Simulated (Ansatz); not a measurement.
# Osmium, bcc under RPBE: structure, energy and stiffness

Aim: take osmium in the bcc structure, relax it, solve it on a dense k-mesh, then scale the cell to 7 volumes from 88 to 112 % of the relaxed one and try a fit of the equation of state. Spin polarisation is left out. The k-meshes are 14×14×14 for the relaxation; 23×23×23 for the dense run; 16×16×16 for the volumes.

This is Os in the bcc structure; at room conditions it is hcp.

Program: Ansatz 0.2.0. Level of theory: DFT RPBE, plane waves (420 eV) with PAW, scalar-relativistic; PAW files made under PBE, frozen cores solved again for the functional. These are calculated values, not measurements.

### Step 1. Starting point

It takes space group Im-3m (No. 229, cubic). The conventional cell has a = 3.036 Å, b = 3.036 Å, c = 3.036 Å, α = 90.00°, β = 90.00°, γ = 90.00°. Around Os (site symmetry m-3m) lie 8 Os at 2.63 Å.

Coordinates:

```
Os
1.0
    -1.51798    1.51798    1.51798
     1.51798   -1.51798    1.51798
     1.51798    1.51798   -1.51798
Os
1
Direct
  0.00000 0.00000 0.00000
```

### Step 2. Relaxing cell and atoms

input.yaml reads:

```yaml
crystal:
  lattice:
    - [-1.5179840853, 1.5179840853, 1.5179840853]
    - [1.5179840853, -1.5179840853, 1.5179840853]
    - [1.5179840853, 1.5179840853, -1.5179840853]
  atoms:
    - { symbol: Os, position: [0.0, 0.0, 0.0] }
hamiltonian:
  xc: rpbe
  pseudopotentials:
    kind: paw
    azcp:
      Os: "pseudopotentials/Os.paw.azcp"
basis:
  ecutwfc: 420
  fft_grid_basis: typed
kpoints:
  mp_grid: { grid: [14, 14, 14], shift: [0, 0, 0] }
magnetization:
  spin_polarized: false
scf:
  occupations: { method: fermi_dirac, width: 0.1 }
relax:
  max_steps: 60
  f_tol: 0.01
  cell: {}
```

After this run come: Dense single point; The cell scaled to 88 % of its volume; The cell scaled to 92 % of its volume; The cell scaled to 96 % of its volume; The cell scaled to 100 % of its volume; The cell scaled to 104 % of its volume; The cell scaled to 108 % of its volume; The cell scaled to 112 % of its volume.

What does the calculation give? Wanted: space group; conventional cell; volume; shortest distance; gap on the mesh; relative to hcp; V₀, B₀, B₀′.

As calculated:

| quantity | value |
| --- | --- |
| space group (spins left aside) | Im-3m (No. 229) |
| conventional cell | a = 3.104 Å |
| volume | 14.953 Å³/atom |
| shortest distance | 2.688 Å |
| gap on the mesh | none (levels filled in part) |
| relative to hcp | +876 meV/atom |
| V₀, B₀, B₀′ | 14.938 Å³/atom, 338 GPa, 4.8 |

The relaxation enlarged the cell by 6.9 % in volume. Against the reference form of osmium (hcp, computed apart with the same settings) it stands 876 meV/atom higher. No gap shows: it is a metal or semimetal at this level. B₀ comes out at 338 GPa, among the stiffest elements. The symmetry was held, so the structure may be unstable against distortions that break it.
